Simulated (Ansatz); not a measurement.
input.yaml for K (Ansatz 0.2.0)

```yaml
crystal:
  lattice:
    - [2.43796235, -4.04761045, 0.0]
    - [2.43796235, 4.04761045, 0.0]
    - [0.0, 0.0, 7.81179801]
  atoms:
    - { symbol: K, position: [0.82061302, 0.17938698, 0.25] }
    - { symbol: K, position: [0.17938698, 0.82061302, 0.75] }
basis: {}
kpoints:
  mp_grid: { grid: [4, 4, 2] }
hamiltonian:
  xc: pbe
  pseudopotentials: { kind: nc }
scf:
  occupations: { method: gaussian, width: 0.1 }
  eigensolver: { real_solve: false }
  max_iter: 67
output:
  forces: true
  stress: true
  eigenvalues: true
```

Command:

```bash
ansatz run input.yaml --threads 1 --pin off --max-ram 1331MiB --backend cpu --events-out ev --progress --plain --runs-dir out
```

Output, shortened (HF is the Harris–Foulkes energy, dr2 the density residual in eV):

```text
Pseudopotential: K, nc, valence charge 9, recommended cutoff 850 eV (normal)
Crystal: 2 atoms, lattice volume = 154.172 Å³
Basis set: ecut = 850 eV, 8669 PW (Γ), exchange–correlation on 90×90×150 points (8 copies of the dense FFT grid, shifted against one another)
Bands: 13, of which v1, the nominal top of the filled ones, is band 9 counted from 1 (8 counted from 0)
Symmetry: 8 space group operations
Space group: Cmcm (ITA 63), of the structure as read, at distance tolerance 5.4e-5 Å
k-points: 14 of 32
Initial density: superposition of atomic densities
SCF iter   1: HF=-1538.151690 eV  Δρ=2.82e-3  dr2=3.26e-2
SCF iter   2: HF=-1538.147326 eV  Δρ=1.84e-3  dr2=1.61e-2
SCF iter   3: HF=-1538.145498 eV  Δρ=8.60e-4  dr2=1.32e-3
SCF iter   4: HF=-1538.145737 eV  Δρ=6.89e-4  dr2=3.77e-4
SCF iter   5: HF=-1538.145608 eV  Δρ=1.30e-4  dr2=1.37e-5
SCF iter   6: HF=-1538.145509 eV  Δρ=1.70e-5  dr2=7.22e-7
SCF iter   7: F=-1538.145509 eV  HF=-1538.145509 eV  Δρ=5.04e-6  dr2=3.85e-8
SCF 1 converged in 7 iterations: F = -1538.145509 eV  dr2 = 3.85e-8
SCF converged after 7 iterations
Free energy (F): -1538.145509 eV
E sigma→0 (E₀):  -1538.136530 eV
Entropy (-TS):   -0.017959 eV (-8.979 meV/atom)
Fermi energy:    1.791027 eV
--- Forces (eV/Å), atoms counted from 1 ---
  atom   1  K      0.00000000    -0.00394000     0.00000000
  atom   2  K      0.00000000     0.00394000     0.00000000
--- Stress (GPa, compression-positive) ---
        0.250571       0.000000       0.000000
        0.000000      -0.074615       0.000000
        0.000000       0.000000      -0.514468
  P = ⅓ Tr σ = -0.1128 GPa (-1.128 kbar)
```

The inputs are trials, many of them unsound on purpose. Their numbers show the effect of the settings and aren't properties of the material.